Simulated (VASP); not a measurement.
A run of VASP 6.6.1 is set up as follows.

Contents of POSCAR:

```
CdSe
1.0
    0.0000000000      2.9861112681      2.9861112681
    2.9861112681      0.0000000000      2.9861112681
    2.9861112681      2.9861112681      0.0000000000
Cd Se
1 1
Direct
    0.0000000000      0.0000000000      0.0000000000
    0.7500000000      0.7500000000      0.7500000000
```

The input INCAR.step1:

```
SYSTEM = CdSe
PREC = Accurate ; ENCUT = 520
ISMEAR = 0 ; SIGMA = 0.01
LREAL = .FALSE. ; LASPH = .TRUE.
NELM = 100 ; NBANDS = 16
GGA = PE ; ALGO = Normal
EDIFF = 1E-4 ; LWAVE = .TRUE.
LCHARG = .FALSE.
```

File INCAR.step2:

```
SYSTEM = CdSe
PREC = Accurate ; ENCUT = 520
EDIFF = 1E-7 ; ISMEAR = 0
SIGMA = 0.01 ; LREAL = .FALSE.
LASPH = .TRUE. ; NELM = 100
ALGO = Normal ; ISIF = 2
LWAVE = .FALSE. ; LCHARG = .FALSE.
METAGGA = R2SCAN ; LMIXTAU = .TRUE.
NBANDS = 16 ; ISTART = 1
```

File KPOINTS:

```
regular mesh
0
G
  5 5 5
  0 0 0
```

Potentials or basis: VASP PAW PBE potentials, release 64 (Cd, Se).

Command:

```bash
$ cat potpaw_PBE.64/Cd/POTCAR potpaw_PBE.64/Se/POTCAR > POTCAR
$ cp INCAR.step1 INCAR
$ mpirun -np 1 vasp_std > vasp.out
$ cp INCAR.step2 INCAR
$ mpirun -np 1 vasp_std > vasp.out
```

Q: Estimate the pressure.

A: 5.4 GPa.

Q: Predict the band gap on the k mesh.

A: 1.21 eV, direct.

Caveat: the PAW data sets were made with another functional, which shifts forces and pressure a little. r2SCAN opens gaps a little over a GGA but as a rule still falls short of measured ones.
